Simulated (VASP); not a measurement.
A run of VASP 6.6.1:

Contents of INCAR:

```
SYSTEM = AgCl
  ALGO = Fast
  EDIFF = 1E-7
  EDIFFG = -0.01
  ENCUT = 300
  GGA = PE
  IBRION = 2
  ISIF = 2
  ISMEAR = 0
  LASPH = .TRUE.
  LCHARG = .FALSE.
  LREAL = .FALSE.
  LWAVE = .FALSE.
  NELM = 80
  NSW = 40
  PREC = Accurate
  SIGMA = 0.03
```

KPOINTS

```
k-points
0
G
  4 4 4
  0 0 0
```

POSCAR

```
AgCl                                    
1.0
    0.0000000000      2.7417447232      2.7417447232
    2.7417447232     -0.0000000000      2.7417447232
    2.7417447232      2.7417447232     -0.0000000000
  Ag              Cl            
     1     1
Direct
     0.0000000000000000    0.0000000000000000    0.0000000000000000
     0.5000000000000000    0.5000000000000000    0.5000000000000000
```

Potentials or basis: VASP PAW PBE potentials, release 64 (Ag, Cl).

Run with:

```sh
$ cat potpaw_PBE.64/Ag/POTCAR potpaw_PBE.64/Cl/POTCAR > POTCAR
$ mpirun -np 1 vasp_std > vasp.out
```

Hardware: 1 thread of Intel(R) Xeon(R) 6975P-C (Granite Rapids), on a shared host.

Problem. How long does it take, and how much memory?

Solution. Run time: 2.3 s on 1 thread of Intel(R) Xeon(R) 6975P-C (Granite Rapids), with other jobs on the host, peak memory 0.13 GiB. Counts: scf iterations 15, k points 8, ion steps 1.
